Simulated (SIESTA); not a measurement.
## SiGe under changes of volume

One of the cells (21.291 Å³/atom); the others are scaled copies at fixed shape and fractional positions:

```
Ge Si
1.0
     3.90445    0.00000    0.00000
    -1.95223    3.38135    0.00000
     0.00000    0.00000    6.45078
Ge Si
2 2
Direct
  0.33333 0.66667 0.00039
  0.66667 0.33333 0.50039
  0.33333 0.66667 0.37461
  0.66667 0.33333 0.87461
```

The cell comes from a database or a generator and needn't be the stable form of this composition.

```yaml
Program: SIESTA 5.4.2
Functional: LDA
Potentials_or_basis: PseudoDojo 0.4 standard (LDA files)
Basis: DZP (energy shift 0.003 Ry; two zetas on semicore shells)
Grid_cutoff: 800 Ry
Energy_shift: 0.003 Ry
k_mesh: 8 × 8 × 4
Occupations: fermi-dirac, width 0.05 eV
Spin: no spin polarisation
```

| volume (Å³/atom) | energy over the lowest point (meV/atom) | pressure (GPa) | gap on the mesh (eV) | largest force (eV/Å) |
| --- | --- | --- | --- | --- |
| 20.014 | 11.61 | 4.1 | 0.37 | 0.033 |
| 20.440 | 3.30 | 2.2 | 0.40 | 0.025 |
| 20.866 | 0.00 | 0.4 | 0.44 | 0.018 |
| 21.291 | 1.19 | -1.2 | 0.40 | 0.010 |
| 21.717 | 6.38 | -2.6 | 0.34 | 0.004 |
| 22.143 | ? | ? | ? | ? |
| 22.569 | 27.10 | -5.0 | 0.23 | 0.007 |

**Question.** What does the run at 22.143 Å³/atom give?

**Answer.** Energy over the lowest point 15.15 meV/atom; pressure -3.9 GPa; gap on the mesh 0.29 eV; largest force 0.002 eV/Å.

Worked out: A Birch-Murnaghan fit of order 3 (a polynomial in V^(-2/3)) to the other rows has its minimum at 20.96 Å³/atom with B0 = V·E''(V) = 81 GPa and B' = 4.6 at fixed shape and positions, which overstates the stiffness. It gives 15.14 meV/atom at 22.143 Å³/atom, against the run's 15.15, and -dE/dV = -3.9 GPa, against -3.9. A parabola through the other rows of the gap, of slope -3.61 eV per unit of ln V there, gives 0.30 eV, against the run's 0.29.

Energies are extrapolated to zero smearing.

Caveats: the basis of atomic orbitals isn't converged, which shifts pressures, moduli and gaps.

A mesh can miss the band edges. Spin-orbit coupling on Ge is left out.
